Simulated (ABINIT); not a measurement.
The system is TiC.

```
CELL_PARAMETERS angstrom
0.00000 2.16572 2.16572
2.16572 0.00000 2.16572
2.16572 2.16572 0.00000
ATOMIC_POSITIONS crystal
Ti 0.00000 0.00000 0.00000
C 0.50000 0.50000 0.50000
```

The cell is a database's computed one.

Program: ABINIT 10.8.3 (patched build). Alike in all runs: no spin polarisation; cell as given; smearing fermi-dirac 0.05 eV.

Task: Order these runs on this cell by their pressure, lowest first.
A. level LDA; potentials or basis JTH PAW LDA v2.0; k mesh 4 × 4 × 4; cutoff (eV) 544; fine-grid cutoff 1088.46 eV; mesh quality coarse
B. level rPW86PBE; potentials or basis JTH PAW PBE v2.0; k mesh 11 × 11 × 11; cutoff (eV) 517; fine-grid cutoff 1034.03 eV; mesh quality not flagged
C. level PBEsol; potentials or basis PseudoDojo NC SR PBEsol v0.4.1 standard; k mesh 11 × 11 × 11; cutoff (eV) 1143; mesh quality not flagged
D. level HCTH407; potentials or basis JTH PAW PBE v2.0; k mesh 11 × 11 × 11; cutoff (eV) 517; fine-grid cutoff 1034.03 eV; mesh quality not flagged

Result: A (-12.8 GPa), C (-6.5 GPa), D (-3.2 GPa), B (7.8 GPa).

Caveats: some runs use coarse meshes; the PAW data sets were made with another functional, which shifts forces and pressure a little (some runs).

Runs at the PBE level aren't shown here.
